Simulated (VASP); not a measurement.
# SiNi (Pnma) in VASP: further runs, part 2 of 2

VASP 6.6.1. The steps go on from the part before.

### Step 3. Relaxation of cell and atoms, PBE

This run uses another cell than the first one, of 12.10 Å³/atom, 1.024 times its volume.

The input, INCAR:

```
PREC = Accurate
ENCUT = 300
EDIFF = 1E-6
ISMEAR = 1
SIGMA = 0.1
LREAL = False
LASPH = True
NELM = 80
ALGO = Normal
ISIF = 3
LWAVE = False
LCHARG = False
GGA = PE
IBRION = 2
NSW = 90
EDIFFG = -0.01
KPAR = 4
```

The input, KPOINTS:

```
regular mesh
0
Gamma
  4 6 4
```

The input, POSCAR:

```
SiNi
1.0
    5.1731000000      0.0000000000      0.0000000000
    0.0000000000      3.3381000000      0.0000000000
    0.0000000000      0.0000000000      5.6049000000
Si Ni
4 4
Direct
    0.3212800000      0.7500000000      0.0825000000
    0.1787200000      0.2500000000      0.5825000000
    0.8212800000      0.7500000000      0.4175000000
    0.6787200000      0.2500000000      0.9175000000
    0.0077900000      0.2500000000      0.1875200000
    0.4922100000      0.7500000000      0.6875200000
    0.5077900000      0.2500000000      0.3124800000
    0.9922100000      0.7500000000      0.8124800000
```

Potentials or basis: VASP PAW PBE potentials, release 64 (Si, Ni).

Run with:

```bash
$ cat potpaw_PBE.64/Si/POTCAR potpaw_PBE.64/Ni/POTCAR > POTCAR
$ mpirun -np 4 vasp_std > vasp.out
```

Wall time 2 min (4 MPI ranks of Intel Xeon Platinum 8488C (Sapphire Rapids), shared host); peak memory 0.18 GiB.

The run converged, but some of its settings lie outside the range that counts as converged, so its numbers aren't taken as properties of the crystal.

Results:

- Free energy: -47.6574 eV
- Relaxed volume: 12.20 Å³/atom
- Relaxed cell: a = 5.263 Å, b = 3.265 Å, c = 5.682 Å, α = 90.00°, β = 90.00°, γ = 90.00°
- Space group after relaxing (to 0.05 Å): Pnma (No. 62)
- Energy gained by relaxing: 1.8 meV/atom
- Ionic steps: 22
- Largest force after relaxing: 0.010 eV/Å
- Band gap on the k mesh: none (metal or under the smearing width)

Caveat: the cutoff is under 1.25 times the usual one of these potentials, so pressure, stress and relaxed cells hold a basis-set (Pulay) error.

### Step 4. Relaxation of cell and atoms, PBE

This run uses another cell than the first one, of 12.20 Å³/atom, 1.033 times its volume.

INCAR, as its differences from that of step 3:

```diff
@@ -2,3 +2,3 @@
 ENCUT = 300
-EDIFF = 1E-6
+EDIFF = 1E-7
 ISMEAR = 1
@@ -15,3 +15,3 @@
 NSW = 90
-EDIFFG = -0.01
+EDIFFG = -0.005
 KPAR = 4
```

KPOINTS is that of step 3.

The input, POSCAR:

```
SiNi                                    
1.0
    5.2626477790      0.0000000000      0.0000000000
    0.0000000000      3.2648292109      0.0000000000
    0.0000000000      0.0000000000      5.6818507510
  Si              Ni            
     4     4
Direct
     0.3200943579404741    0.7500000000000000    0.0777691222384317
     0.1799056420595258    0.2500000000000000    0.5777691222384320
     0.8200943579404743    0.7500000000000000    0.4222308777615684
     0.6799056420595257    0.2500000000000000    0.9222308777615680
     0.0070003358597757    0.2500000000000000    0.1881143294762460
     0.4929996641402243    0.7500000000000000    0.6881143294762457
     0.5070003358597758    0.2500000000000000    0.3118856705237540
     0.9929996641402242    0.7500000000000000    0.8118856705237543
```

Potentials or basis: VASP PAW PBE potentials, release 64 (Si, Ni).

Run with:

```bash
$ cat potpaw_PBE.64/Si/POTCAR potpaw_PBE.64/Ni/POTCAR > POTCAR
$ mpirun -np 4 vasp_std > vasp.out
```

OUTCAR:

```text
PREC = Accurate
   ENCUT = 300
   EDIFF = 1E-7
   ISMEAR = 1
   LREAL = False
   LASPH = True
   NELM = 80
   ISIF = 3
   GGA = PE
   IBRION = 2
   NSW = 90
   EDIFFG = -0.005

 ion  position               nearest neighbor table
   1  0.320  0.750  0.078-   8 2.29   7 2.32   7 2.32   6 2.39   5 2.40   5 2.40   4 2.65   4 2.65

   2  0.180  0.250  0.578-   7 2.29   8 2.32   8 2.32   5 2.39   6 2.40   6 2.40   3 2.65   3 2.65

   3  0.820  0.750  0.422-   6 2.29   5 2.32   5 2.32   8 2.39   7 2.40   7 2.40   2 2.65   2 2.65

   4  0.680  0.250  0.922-   5 2.29   6 2.32   6 2.32   7 2.39   8 2.40   8 2.40   1 2.65   1 2.65

   5  0.007  0.250  0.188-   4 2.29   3 2.32   3 2.32   2 2.39   1 2.40   1 2.40   8 2.69   8 2.69
                             7 2.72   7 2.72
   6  0.493  0.750  0.688-   3 2.29   4 2.32   4 2.32   1 2.39   2 2.40   2 2.40   7 2.69   7 2.69
                             8 2.72   8 2.72
   7  0.507  0.250  0.312-   2 2.29   1 2.32   1 2.32   4 2.39   3 2.40   3 2.40   6 2.69   6 2.69
                             5 2.72   5 2.72
   8  0.993  0.750  0.812-   1 2.29   2 2.32   2 2.32   3 2.39   4 2.40   4 2.40   5 2.69   5 2.69
[... 260 lines left out ...]
 cond. band min:      10.3378227959   @ k =   0.2500   0.5000   0.0000
 fundamental gap:      0.0246308711
 Fermi energy:        10.3365051857

 k-point     1 :       0.0000    0.0000    0.0000
  band No.  band energies     occupation
      1      -2.6327      2.00000
      2       0.4890      2.00000
      3       2.0146      2.00000
      4       2.3289      2.00000
      5       3.7735      2.00000
      6       4.2313      2.00000
[... 853 lines left out ...]
     32      11.5212     -0.00000
     33      14.3467      0.00000

 [... further k-points ...]
[... 5 lines left out ...]
  --------------------------------------------------------------------------------------
  -------------------------------------------------------------------------------------
  Total       -0.0206385     -0.0399643     -0.0351440      0.0000000      0.0000000      0.0000000
  in kB       -0.3385481     -0.6555637     -0.5764929      0.0000000      0.0000000      0.0000000
  external PRESSURE =      -0.5235349 kB  Pullay stress =       0.0000000 kB

 VOLUME and BASIS-vectors are now :
 -----------------------------------------------------------------------------
  energy-cutoff  :      300.00
  volume of cell :       97.67
      direct lattice vectors                 reciprocal lattice vectors
     5.265135111  0.000000000  0.000000000     0.189928649  0.000000000  0.000000000
    -0.000000000  3.264331166  0.000000000    -0.000000000  0.306341468  0.000000000
     0.000000000  0.000000000  5.682819199     0.000000000  0.000000000  0.175968998

 POSITION                                       TOTAL-FORCE (eV/Angst)
 -----------------------------------------------------------------------------------
      1.68527      2.44825      0.44236        -0.001509     -0.000000      0.002021
      0.94729      0.81608      3.28377         0.001509      0.000000      0.002021
      4.31784      2.44825      2.39905        -0.001509     -0.000000     -0.002021
      3.57986      0.81608      5.24046         0.001509      0.000000     -0.002021
      0.03684      0.81608      1.06881        -0.001772     -0.000000     -0.002313
      2.59572      2.44825      3.91022         0.001772      0.000000     -0.002313
      2.66941      0.81608      1.77260        -0.001772     -0.000000      0.002313
      5.22829      2.44825      4.61401         0.001772      0.000000      0.002313
 -----------------------------------------------------------------------------------
    total drift:                                0.000000      0.000000     -0.000000

  FREE ENERGIE OF THE ION-ELECTRON SYSTEM (eV)
  ---------------------------------------------------
  free  energy   TOTEN  =       -47.6615933166 eV

  energy  without entropy=      -47.6604906045  energy(sigma->0) =      -47.66122575

 reached required accuracy - stopping structural energy minimisation
```

It took 22 s on 4 MPI ranks of Intel Xeon Platinum 8488C (Sapphire Rapids), shared host; peak memory 0.16 GiB.

These settings aren't checked as converged: the numbers below hold their error.

Results:

| Property | Result |
| --- | --- |
| Free energy | -47.6616 eV |
| Relaxed volume | 12.21 Å³/atom |
| Relaxed cell | a = 5.265 Å, b = 3.264 Å, c = 5.683 Å, α = 90.00°, β = 90.00°, γ = 90.00° |
| Space group after relaxing (to 0.05 Å) | Pnma (No. 62) |
| Energy gained by relaxing | 0.0 meV/atom |
| Ionic steps | 2 |
| Band gap on the k mesh | none (metal or under the smearing width) |

Caveat: the cutoff is under 1.25 times the usual one of these potentials, so pressure, stress and relaxed cells hold a basis-set (Pulay) error.
